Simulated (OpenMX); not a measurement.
The system is Hf.

```
Hf
1.0
     0.00000    2.22000    2.22000
     2.22000    0.00000    2.22000
     2.22000    2.22000    0.00000
Hf
1
Direct
  0.00000 0.00000 0.00000
```

This isn't the form of Hf at room conditions, which is hcp.

* Program: OpenMX 3.8.5
* Task: single point
* Functional: PBE
* Potentials or basis: OpenMX 2013 PBE set, Hf7.0-s3p2d2f1, grid cutoff 350 Ry
* k mesh: 11 × 11 × 11
* Occupations: fermi-dirac, width 0.05 eV
* Spin: no spin polarisation

On this cell: pressure 2.6 GPa; band gap on the k mesh none (metal or under the smearing width).

The same run follows on a disturbed copy (cell strained at random at fixed volume):

```xyz
1
Lattice="-0.0435 2.2075 2.2134 2.1628 -0.0427 2.2126 2.1720 2.2159 -0.0519" Properties=species:S:1:pos:R:3 pbc="T T T"
Hf   -0.0318   -0.0028   -0.0204
```

**Question.** What does the disturbed cell give?

**Answer.** The energy (extrapolated to zero smearing) moves by +11.2 meV/atom; pressure 2.7 GPa; band gap on the k mesh none (metal or under the smearing width).

Caveats: the basis of atomic orbitals isn't converged, which shifts pressures, moduli and gaps.
